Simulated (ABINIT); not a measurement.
The system is ZnSe (Stilleite).

```
Se Zn
1.0
     0.00000    2.83380    2.83380
     2.83380    0.00000    2.83380
     2.83380    2.83380    0.00000
Se Zn
1 1
Direct
  0.75000 0.75000 0.75000
  0.00000 0.00000 0.00000
```

Base run:

- Program: ABINIT 10.8.3 (patched build)
- Functional: PBE
- Potentials or basis: PseudoDojo NC SR PBE v0.4.1 standard
- Cutoff: 1061 eV
- k mesh: 6 × 6 × 6
- Occupations: fermi-dirac, width 0.05 eV
- Spin: no spin polarisation

Its results: band gap on the k mesh 1.29 eV, direct; pressure 1.7 GPa.

Problem. The run is repeated on the same cell with these changes: potentials or basis from PseudoDojo NC SR PBE v0.4.1 standard to SPMS NC PBE v1.0; cutoff from 1061 eV to 844 eV. What comes out?

Solution. Band gap on the k mesh 1.28 eV, direct; pressure 2.3 GPa.

A k mesh can miss the band edges.

Not every run made on this cell is shown here.
